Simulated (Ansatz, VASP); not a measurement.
**Two plane-wave programs on Ni**

Contents of POSCAR:

```
Ni
1.0
    2.5322817327      0.0000000000      0.0000000000
   -1.2661408663      2.1930203101      0.0000000000
    0.0000000000      0.0000000000      8.1671083916
Ni
4
Direct
    0.0000000000      0.0000000000      0.0000000000
    0.0000000000      0.0000000000      0.5000000000
    0.3333333333      0.6666666667      0.7500000000
    0.6666666667      0.3333333333      0.2500000000
```

INCAR.step1

```
ALGO = Normal
EDIFF = 1E-4
ENCUT = 520
GGA = PE
ISMEAR = 0
ISPIN = 2
LASPH = T
LCHARG = F
LMAXMIX = 4
LREAL = F
LWAVE = T
MAGMOM = 2 2 2 2
NBANDS = 32
NELM = 150
PREC = Accurate
SIGMA = 0.1
```

File INCAR.step2:

```
ALGO = Normal
EDIFF = 1E-6
ENCUT = 520
ISIF = 2
ISMEAR = 0
ISPIN = 2
ISTART = 1
LASPH = T
LCHARG = F
LMAXMIX = 4
LMIXTAU = T
LORBIT = 11
LREAL = F
LWAVE = F
MAGMOM = 2 2 2 2
METAGGA = R2SCAN
NBANDS = 32
NELM = 150
PREC = Accurate
SIGMA = 0.1
```

File KPOINTS:

```
k-points
0
Gamma
  9 9 2
```

Input for Ansatz:

```yaml
crystal:
  lattice:
    - [2.5322817327, 0.0, 0.0]
    - [-1.2661408663, 2.1930203101, 0.0]
    - [0.0, 0.0, 8.1671083916]
  atoms:
    - { symbol: Ni, position: [0.0, 0.0, 0.0], spin: 2.0 }
    - { symbol: Ni, position: [0.0, 0.0, 0.5], spin: 2.0 }
    - { symbol: Ni, position: [0.3333333333, 0.6666666667, 0.75], spin: 2.0 }
    - { symbol: Ni, position: [0.6666666667, 0.3333333333, 0.25], spin: 2.0 }
basis:
  ecutwfc: 500
kpoints:
  mp_grid: { grid: [9, 9, 2] }
hamiltonian:
  xc: r2scan
scf:
  occupations: { method: gaussian, width: 0.1 }
  lower_state_search: "off"
output:
  forces: true
  stress: true
  eigenvalues: true
  populations: true
magnetization:
  spin_polarized: true
```

Alike in both runs: task single point; functional r2SCAN; k mesh 9 × 9 × 2; occupations gaussian, width 0.1 eV; collinear spin.

```csv
,VASP,Ansatz
version,VASP 6.6.1,Ansatz 0.2.0
potentials or method,"VASP PAW PBE potentials, release 64 (Ni)","scalar-relativistic, plane waves, PAW"
plane-wave cutoff (eV),520,500
valence electrons in the cell,40,72
```

|  | VASP | Ansatz | Ansatz less VASP |
| --- | --- | --- | --- |
| gap on the k mesh at the Fermi level (eV) | none | none | - |
| pressure (GPa) | -11.7 | -12.2 | -0.50 |
| largest component of the traceless stress (GPa) | 1.80 | 1.83 | +0.031 |
| net moment per atom (μB) | 0.80 | 0.81 | +0.003 |
| size of the moment on the site where the two differ most (μB) | 0.79 | 0.83 | +0.047 |

Site moments also hang on the region over which each program counts them. A gap of «none» marks a metal or a gap that the smearing closes. The two sets of potentials don't hold the same shells in valence. Ansatz warned: «stability_check_not_made».

Caveats: the k mesh is coarse (spacing up to 0.38 Å⁻¹), so the values aren't converged; the PAW data sets were made with another functional, which shifts forces and pressure a little (VASP).
